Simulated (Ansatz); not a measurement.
# SiNi: molecular dynamics, part 2 of 2

Purpose: to heat the crystal hard, then cool it somewhat, and see whether it keeps its order. Runs: 300 steps of 2.25 fs under a Nosé-Hoover thermostat at 3500 K; 300 steps of 3 fs under a Langevin thermostat at 2100 K. The start is the crystal (P2_13), its volume scaled by 1.1.

Ansatz 0.2.0; DFT PBE, plane waves, PAW, scalar-relativistic, no spin polarisation. Earlier steps stand in the parts before.

**7. More of the same log: dynamics from the last frame of the run before**

The log, continued, cut to the lines that bear on the results:

```text
md step    39: t =   117.00 fs  T =  2020.0 K  F+E_penalty+E_count = -51806.52744569 eV  E_kin = 4.177765 eV  (8 SCF iters)
[...]
md step    61: t =   183.00 fs  T =  2411.2 K  F+E_penalty+E_count = -51805.90952205 eV  E_kin = 4.986810 eV  (8 SCF iters)
[...]
md step    83: t =   249.00 fs  T =  1804.8 K  F+E_penalty+E_count = -51806.20496109 eV  E_kin = 3.732534 eV  (9 SCF iters)
[...]
md step   105: t =   315.00 fs  T =  2300.6 K  F+E_penalty+E_count = -51806.05726221 eV  E_kin = 4.758019 eV  (8 SCF iters)
[...]
md step   127: t =   381.00 fs  T =  1820.6 K  F+E_penalty+E_count = -51805.68042751 eV  E_kin = 3.765300 eV  (9 SCF iters)
md step   299: t =   897.00 fs  T =  2055.2 K  F+E_penalty+E_count = -51805.75545127 eV  E_kin = 4.250464 eV  (8 SCF iters)
[...]
md step   300: t =   900.00 fs  T =  2209.9 K  F+E_penalty+E_count = -51805.88820615 eV  E_kin = 4.570389 eV  (9 SCF iters)
SCF converged after 9 iterations
Free energy (F): -51805.888206 eV
[...]
E sigma→0 (E₀):  -51804.543908 eV
Entropy (-TS):   -2.688597 eV (-168.037 meV/atom)
Fermi energy:    14.094554 eV
[...]
--- Forces (eV/Å), atoms counted from 1 ---
  atom   1  Si    -0.50828410    -0.62954689    -1.25970518
  atom   2  Si    -0.68466346    -0.24419047     0.12035023
  atom   3  Si     0.50771281    -1.98270712     0.79866007
  atom   4  Si     0.18693228    -2.36486270    -1.59765880
  atom   5  Ni     0.28684978     0.34770860     0.24610654
  atom   6  Ni    -0.13713349     0.73640732     0.57547588
  atom   7  Ni    -0.17808641    -0.09119216    -1.72616407
  atom   8  Ni     0.12333226     1.86521631     0.30334047
[...]
--- MD trajectory: 300 steps, t = 0.0 → 900.0 fs ---
  final state: T = 2209.9 K   F+E_penalty+E_count = -51805.88820615 eV   E_kin = 4.570389 eV
```

It took 22 min on 2 threads of Arm Neoverse V2, shared host; peak memory 0.78 GiB.

**8. The trajectory**

One step in 16; energies are changes from step 0; msd is the mean square displacement from the start, the centre of mass held:

| time (fs) | T (K) | potential energy change (meV/atom) | msd Ni (Å²) | msd Si (Å²) |
| --- | --- | --- | --- | --- |
| 0.0 | 1969 | 0.0 | 0.000 | 0.000 |
| 48.0 | 1648 | 5.9 | 0.064 | 0.210 |
| 96.0 | 1536 | -32.6 | 0.115 | 0.302 |
| 144.0 | 1969 | -137.8 | 0.114 | 0.276 |
| 192.0 | 2175 | -23.3 | 0.213 | 0.198 |
| 240.0 | 1484 | -24.5 | 0.233 | 0.171 |
| 288.0 | 1879 | 43.2 | 0.253 | 0.358 |
| 336.0 | 2584 | -70.8 | 0.304 | 0.330 |
| 384.0 | 1686 | -31.6 | 0.331 | 0.483 |
| 432.0 | 2295 | -123.9 | 0.398 | 0.413 |
| 480.0 | 2104 | -100.1 | 0.502 | 0.541 |
| 528.0 | 2163 | -32.4 | 0.709 | 0.680 |
| 576.0 | 1855 | -11.6 | 0.747 | 0.752 |
| 624.0 | 2227 | -43.7 | 0.700 | 0.618 |
| 672.0 | 2054 | 75.7 | 0.836 | 0.732 |
| 720.0 | 1510 | 94.7 | 0.980 | 0.904 |
| 768.0 | 1990 | 154.0 | 1.095 | 0.921 |
| 816.0 | 2579 | -20.8 | 0.965 | 0.984 |
| 864.0 | 2522 | 9.6 | 0.855 | 0.848 |
| 900.0 | 2210 | -47.2 | 1.021 | 0.873 |

time (fs), T (K) and a bar:
```
      0.0       1969 #############
     39.0       2370 #####################
     78.0       1241 
    117.0       2020 ##############
    156.0       2671 ##########################
    195.0       2195 #################
    234.0       1732 #########
    273.0       2052 ###############
    312.0       2496 #######################
    351.0       2083 ###############
    390.0       1706 ########
    429.0       2026 ##############
    471.0       2052 ###############
    510.0       2273 ###################
    549.0       2078 ###############
    588.0       2213 ##################
    627.0       2769 ############################
    666.0       1680 ########
    705.0       2323 ####################
    744.0       2602 #########################
    783.0       2890 ##############################
    822.0       2547 ########################
    861.0       2309 ###################
    900.0       2210 ##################
```

Pair distribution over the second half of the run:

| r (Å) | g Si–Si | g Si–Ni | g Ni–Ni |
| --- | --- | --- | --- |
| 0.68 | 0.00 | 0.00 | 0.00 |
| 0.84 | 0.00 | 0.00 | 0.00 |
| 1.00 | 0.00 | 0.00 | 0.00 |
| 1.16 | 0.00 | 0.00 | 0.00 |
| 1.32 | 0.00 | 0.00 | 0.00 |
| 1.48 | 0.00 | 0.00 | 0.00 |
| 1.64 | 0.00 | 0.00 | 0.00 |
| 1.80 | 0.00 | 0.03 | 0.00 |
| 1.96 | 0.03 | 0.44 | 0.01 |
| 2.12 | 0.30 | 2.13 | 0.15 |
| 2.28 | 1.34 | 2.96 | 1.25 |
| 2.44 | 2.05 | 2.45 | 2.49 |
| 2.60 | 1.84 | 1.61 | 3.13 |

First peaks of g(r) (not always the tallest), and, where a minimum follows, the mean number of second-named atoms round a first-named one up to the next minimum:

| pair | peak (Å) | height | minimum (Å) | neighbours |
| --- | --- | --- | --- | --- |
| Si–Ni | 2.28 | 3.0 | - | - |

**9. Snapshots as a file**

Extended XYZ, with forces in eV/Å:

```xyz
16
Lattice="0.000 4.642 4.642 4.642 0.000 4.642 4.642 4.642 0.000" Properties=species:S:1:pos:R:3:forces:R:3 pbc="T T T" time_fs=150.0 T=2501 dE=-1.7642
Si    3.836    2.952    3.083   -0.606   -0.011    1.864
Si    4.110    5.236    6.235   -0.178   -1.147    2.736
Si    6.588    3.187    6.191   -0.292   -0.682    0.733
Si    4.439    5.489    2.733   -0.327   -0.978   -0.463
Ni    0.117    1.194   -0.411   -1.014   -1.179   -0.176
Ni    1.555    3.866    3.742    1.182   -0.239    0.419
Ni    2.032    1.029    2.898    1.442    1.665    0.804
Ni    4.326    3.352    1.000   -0.359    1.976   -0.950
Si    8.785    7.791    7.969   -0.570    0.634    0.914
Si    7.322    5.404    5.236    3.156   -1.073    0.141
Si    6.517    8.910    6.010   -0.507   -1.949   -1.188
Si    6.355    6.204    7.340   -0.006   -0.424   -1.183
Ni    5.450    6.085    4.901   -1.304    1.260   -1.426
Ni    5.925    3.347    4.118    0.373    1.228   -0.894
Ni    2.876    6.030    4.654   -0.825    0.776   -0.641
Ni    3.979    2.891    5.817   -0.164    0.144   -0.690
16
Lattice="0.000 4.642 4.642 4.642 0.000 4.642 4.642 4.642 0.000" Properties=species:S:1:pos:R:3:forces:R:3 pbc="T T T" time_fs=300.0 T=2866 dE=-0.3860
Si    3.752    3.428    3.742   -2.103    0.063   -0.688
Si    3.779    5.526    5.997    1.514   -2.378    3.426
Si    6.748    3.229    6.426   -0.842   -0.118   -1.193
Si    4.635    5.387    2.712   -0.543    0.406   -1.887
Ni   -0.197    1.234   -0.865    1.064   -0.749    1.139
Ni    1.264    3.726    3.749   -0.426    0.382   -0.941
Ni    2.315    1.093    2.857   -2.660   -0.135    1.138
Ni    4.283    3.371    1.238   -1.036    2.126   -0.864
Si    8.125    8.323    8.117    1.029    0.141   -0.675
Si    7.265    6.019    5.259    0.656   -0.612    0.251
Si    6.407    8.807    5.763    1.098    1.074    0.678
Si    5.741    6.856    6.988    2.018   -1.395    0.746
Ni    5.117    6.241    4.622    3.175   -0.113   -0.750
Ni    5.923    3.731    4.217    1.080    0.364    0.256
Ni    2.876    6.306    4.378   -3.728    0.935   -2.803
Ni    4.347    2.885    5.790   -0.297    0.010    2.167
16
Lattice="0.000 4.642 4.642 4.642 0.000 4.642 4.642 4.642 0.000" Properties=species:S:1:pos:R:3:forces:R:3 pbc="T T T" time_fs=450.0 T=1408 dE=-1.5405
Si    3.463    3.697    4.127    1.152   -0.557   -2.293
Si    4.050    5.100    6.295    3.761    1.190   -0.466
Si    6.737    3.100    6.229   -0.224    0.381    0.437
Si    4.241    5.407    2.314    1.102   -0.988    1.133
Ni    0.098    1.726   -1.214   -0.700    0.654    0.912
Ni    1.146    4.153    3.427    0.346   -0.511    0.232
Ni    2.431    1.021    2.847   -1.810    1.292    0.947
Ni    4.573    3.450    1.219   -0.058   -0.262    0.699
Si    8.263    8.131    8.425    0.155    0.357    0.062
Si    7.132    5.690    5.107    1.151   -1.464   -1.617
Si    6.624    9.034    5.704   -3.244   -1.327    0.635
Si    6.603    6.763    6.945   -1.516    0.701    1.608
Ni    5.059    6.210    4.492   -0.281   -0.474   -1.022
Ni    5.959    3.804    4.110   -0.301   -0.120    0.189
Ni    2.579    6.187    4.603   -0.103    0.536   -0.806
Ni    4.078    2.816    6.183    0.569    0.591   -0.652
16
Lattice="0.000 4.642 4.642 4.642 0.000 4.642 4.642 4.642 0.000" Properties=species:S:1:pos:R:3:forces:R:3 pbc="T T T" time_fs=600.0 T=2086 dE=-1.2811
Si    3.260    3.311    4.055   -0.197    1.364   -2.025
Si    4.212    5.283    5.907   -0.539    0.100    0.355
Si    6.583    3.719    6.002    0.934   -0.003    1.260
Si    4.292    5.281    2.411    1.165   -0.434   -0.086
Ni   -0.436    1.470   -1.153    1.758   -0.249   -0.485
Ni    1.080    4.375    3.340    0.586   -1.842    0.464
Ni    2.058    1.518    2.564   -0.923   -0.171    0.601
Ni    4.411    3.122    1.487    0.285    0.578    1.884
Si    8.122    8.511    8.757   -0.129    0.151   -0.873
Si    7.434    5.994    5.079   -1.469   -1.099    0.746
Si    6.545    8.973    5.521   -1.702   -0.581    2.064
Si    6.447    6.250    7.143   -0.407    1.626    0.853
Ni    4.629    6.629    4.154    0.764   -0.819   -1.175
Ni    5.389    3.916    4.124    0.242    0.901   -1.146
Ni    1.782    6.409    4.922    0.318    0.536   -2.304
Ni    4.501    2.852    6.316   -0.685   -0.059   -0.134
16
Lattice="0.000 4.642 4.642 4.642 0.000 4.642 4.642 4.642 0.000" Properties=species:S:1:pos:R:3:forces:R:3 pbc="T T T" time_fs=750.0 T=2370 dE=1.3099
Si    3.559    2.979    4.395   -2.017    1.988   -0.674
Si    4.675    5.246    6.062   -1.481    0.844   -3.580
Si    6.794    3.681    6.097    0.488    0.776   -0.862
Si    4.959    5.203    2.402    0.973   -0.640   -1.615
Ni   -0.466    1.310   -1.344    0.233   -1.640    2.340
Ni    0.916    4.004    3.565    2.244    1.556    3.574
Ni    2.000    2.098    2.752    0.816   -2.254    1.308
Ni    4.328    2.927    1.682    0.606    0.972   -0.581
Si    8.032    8.584    8.701   -0.814   -1.937   -1.111
Si    7.879    5.722    5.527    0.234    0.133    0.865
Si    6.478    8.434    5.713   -0.716    0.554    0.281
Si    6.426    5.963    7.380    1.471    1.298    0.831
Ni    4.326    6.385    3.985   -0.885    1.305    1.676
Ni    5.312    4.041    4.267    2.211    0.619   -0.592
Ni    1.623    6.315    4.872    0.128   -0.427    0.782
Ni    4.720    3.158    6.497   -3.491   -3.147   -2.642
16
Lattice="0.000 4.642 4.642 4.642 0.000 4.642 4.642 4.642 0.000" Properties=species:S:1:pos:R:3:forces:R:3 pbc="T T T" time_fs=900.0 T=2210 dE=-0.7552
Si    3.511    3.387    4.125   -0.508   -0.629   -1.260
Si    4.293    5.172    5.900   -0.685   -0.244    0.120
Si    6.391    3.974    6.084    0.508   -1.983    0.799
Si    4.271    5.179    2.275    0.187   -2.365   -1.598
Ni   -0.280    0.908   -1.153    0.287    0.348    0.246
Ni    1.309    3.788    3.768   -0.137    0.736    0.576
Ni    2.243    1.709    2.953   -0.178   -0.091   -1.726
Ni    4.221    2.670    1.619    0.123    1.865    0.303
Si    8.007    8.141    8.841    0.885    0.465    0.003
Si    7.145    5.975    5.110   -0.304    0.081   -0.168
Si    6.641    8.544    6.123   -1.415    0.842    0.136
Si    6.817    6.144    7.890   -0.955   -0.243    0.416
Ni    4.771    6.230    3.956   -0.741    1.309    2.213
Ni    5.603    3.736    3.660    1.118   -0.358   -0.227
Ni    0.870    6.222    5.434    2.930   -1.236   -1.450
Ni    4.004    2.826    6.276   -1.115    1.505    1.617
```

On run 2: Against a set 2100 K the second half averages 2163 K with a spread of 392 K (in equilibrium 16 atoms would scatter by about 429 K, over a far longer run). By the end 1 of 16 atoms (1 Ni) stand more than 1.49 Å from where they began, which a hop or a large turn of a group can both give. Counted from the crystal's sites, with the common drift removed, the atoms stand 1.36 Å away over the last tenth of the run (root mean square), 59 % of the neighbour distance: well past the 10 to 20 % at which crystals usually melt, so the lattice order is being lost.

**10. What came out**

The summary covers parts 1 to 2.

```
                                     quantity                                     value
                                run 1: length                      300 steps of 2.25 fs
      run 1: temperature, first and last step                           3500 and 3118 K
              run 1: temperature, second half          mean 3417 K, from 2185 to 4637 K
         run 1: potential energy, second half  +469 meV/atom from this run's first step
run 1: largest change of the conserved energy                             2.38 meV/atom
 run 1: mean square displacement, second half                     Si 0.741, Ni 0.549 Å²
                                run 2: length                         300 steps of 3 fs
      run 2: temperature, first and last step                           1969 and 2210 K
              run 2: temperature, second half          mean 2163 K, from 1298 to 3464 K
         run 2: potential energy, second half    -1 meV/atom from this run's first step
 run 2: mean square displacement, second half                     Ni 0.810, Si 0.777 Å²
```

Mean temperatures of the second halves: 3417 K, 2163 K. In the last run: counted from the crystal's sites, with the common drift removed, the atoms stand 1.36 Å away over the last tenth of the run (root mean square), 59 % of the neighbour distance: well past the 10 to 20 % at which crystals usually melt, so the lattice order is being lost. A run of 900 fs with 16 atoms shows the motion but fixes no equilibrium value. Spin is off, though these elements are often magnetic. Accuracy level and mesh were kept low to afford the steps.
